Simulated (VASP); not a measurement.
MgO (Periclase), 2 atoms in the cell. The structure is cubic, space group Fm-3m (No. 225). The conventional cell has a = 4.225 Å, b = 4.225 Å, c = 4.225 Å, α = 90.00°, β = 90.00°, γ = 90.00°. Around Mg (site symmetry m-3m) lie 6 O at 2.11 Å. Around O (site symmetry m-3m) lie 6 Mg at 2.11 Å.  The cell isn't the ideal one: a relaxed cell with its volume scaled by 1.06.

- Program: VASP 6.6.1
- Task: relaxation of the atoms
- Functional: LDA
- Potentials or basis: VASP PAW LDA potentials, release 64 (Mg, O)
- Cutoff: 600 eV
- k mesh: 12 × 12 × 12
- Occupations: gaussian, width 0.03 eV
- Spin: no spin polarisation
- Further INCAR settings: ALGO = Normal; EDIFF = 1e-07; IBRION = 2; EDIFFG = -0.01; NSW = 40

Potentials or basis: VASP PAW LDA potentials, release 64 (Mg, O).

Launch:

```sh
$ cat potpaw_LDA.64/Mg/POTCAR potpaw_LDA.64/O/POTCAR > POTCAR
$ mpirun -np 1 vasp_std > vasp.out
```

Hardware: 1 thread of AMD EPYC 7R43 64-Core Processor (Zen 3) (shared host).

Question: How long does it take, and how much memory?

Answer: Wall time 13 s on 1 thread of AMD EPYC 7R43 64-Core Processor (Zen 3), on a shared host, peak memory 0.1 GiB. Counts: scf iterations 12, k points 72, ion steps 1.
